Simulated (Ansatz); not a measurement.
Crystal: BaTiO3 (Barioperovskite).

```
Ba Ti O
1.0
     3.98550    0.00000    0.00000
     0.00000    2.83690    2.84515
     0.00000   -2.83690    2.84515
Ba Ti O
1 1 3
Direct
  0.00000 0.00000 0.00000
  0.50000 0.51240 0.51240
  0.50000 0.99184 0.50524
  0.50000 0.50524 0.99184
  0.00000 0.48740 0.48740
```

Base run:

- Program: Ansatz 0.2.0
- Functional: PBEsol
- Potentials or basis: Ansatz PAW
- Cutoff: 420 eV
- Density cutoff: 1680 eV
- k mesh: 7 × 7 × 7
- Occupations: fermi-dirac, width 0.05 eV
- Spin: no spin polarisation
- Hubbard terms: Ti d U = 1 eV

Its results: band gap on the k mesh 2.04 eV, indirect (least direct gap 2.14 eV); pressure -3.6 GPa; largest force 0.259 eV/Å.

The run is repeated on the same cell with these changes: hubbard terms from Ti d U = 1 eV to none; hubbard projectors from ortho-atomic (the default) to none. What comes out?

Band gap on the k mesh 1.94 eV, indirect (least direct gap 2.03 eV); pressure -3.9 GPa; largest force 0.287 eV/Å.

The U term pushes filled and empty states of the shell apart.

Caveats: the k mesh misses the band edges, so the gap on the mesh is wider than the one along the path; spin-orbit coupling is left out, which moves the levels of the heavy elements; the PAW data sets come from PBE, with cores solved anew for the run's functional, which leaves a small shift of forces and pressure.

Not every run made on this cell is shown here.
